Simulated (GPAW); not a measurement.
Se, 3 atoms in the cell. Symmetry: P3_121, No. 152, trigonal system. The conventional cell has a = 4.366 Å, b = 4.366 Å, c = 4.954 Å, α = 90.00°, β = 90.00°, γ = 120.00°. Se (site symmetry 2) has 2 Se at 2.37 Å as nearest neighbours. 

* Program: GPAW 26.7.0
* Task: relaxation of cell and atoms
* Functional: r2SCAN
* Potentials or basis: GPAW PAW data sets (gpaw-data 1.2.1)
* Cutoff: 600 eV
* Basis: pw
* k mesh: 5 × 5 × 4
* Occupations: fermi-dirac, width 0.05 eV
* Spin: no spin polarisation
* Maxiter: 150
* Optimizer: BFGS
* Fmax: 0.02 eV/Å
* Max steps: 100
* Convergence: density=1e-06 energy=1e-06 eigenstates=1e-10

Potentials or basis: GPAW PAW data sets (gpaw-data 1.2.1), pw.

Run with:

```console
$ OMP_NUM_THREADS=1 python run.py
```

Hardware: 1 thread of Intel(R) Xeon(R) CPU @ 2.60GHz (Ice Lake) (shared host).

Estimate the wall time of this run.

Wall time 25 min on 1 thread of Intel(R) Xeon(R) CPU @ 2.60GHz (Ice Lake), with other jobs on the host, peak memory 0.76 GiB. Counts: scf iterations 207, plane waves 2756, bands 19, k points 33, ion steps 13.
